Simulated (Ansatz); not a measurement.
`C[Se]C(F)(F)F` + arsine → `C[Se][AsH2]` + trifluoromethane at 500 K and 1 bar (ligand exchange at the Se–C bond).

Calculated with Ansatz (gas phase, PBE0-D4/def2-TZVP geometries, no zero-point term in ΔE). CCSD(T)/CBS adds triple-zeta CCSD(T) − MP2 to the extrapolated MP2 energy (def2 sets, frozen cores). This one scheme is used for every species. For As, Se outer-core shells are correlated without core-valence functions, which leaves a few kJ/mol of doubt a bond. Scalar relativity is left out up to krypton.

```csv
species,CCSD(T)/CBS energy (Eh),H − E (kJ/mol),S (J/(mol·K))
`C[Se]C(F)(F)F`,-2777.98277,181.3,419.0
`[AsH3]`,-2236.79077,76.6,245.1
`C[Se][AsH2]`,-4676.77761,178.2,387.6
`FC(F)F`,-338.02896,90.5,290.1
```

H − E and S are ideal-gas, rigid-rotor, harmonic terms from PBE0-D4/def2-TZVP. 1 Eh = 2625.50 kJ/mol, R = 8.31446 J/(mol·K).

Q: By hand: ΔE, ΔH, ΔS and ΔG.

A: ΔE = (-4676.77761) + (-338.02896) − (-2777.98277) − (-2236.79077) = -0.03303 Eh = -86.7 kJ/mol. Δ(H − E) = 178.2 + 90.5 − 181.3 − 76.6 = 10.8, so ΔH = -75.9 kJ/mol. ΔS = 387.6 + 290.1 − 419.0 − 245.1 = 13.6 J/(mol·K). ΔG = -75.9 − 500 × (13.6)/1000 = -82.7 kJ/mol.

Q: By hand: the equilibrium constant, and the temperature at which ΔG would vanish if ΔH and ΔS stayed fixed.

A: log₁₀ K = −ΔG/(RT ln 10) = 8.6. ΔH and −TΔS have one sign here, so there is no such temperature.

The number of gas molecules stays the same, so ΔS is small and ΔH decides. A doubt of 5 kJ/mol in ΔE shifts log₁₀ K by 0.5 here. Modes under 60 cm⁻¹, often nearly free rotors, make the harmonic entropy too high. These are equilibria of isolated gas molecules and say nothing of rates. Largest T1 diagnostic: 0.012 (customary marks: 0.02 for closed shells, 0.045 for open ones).
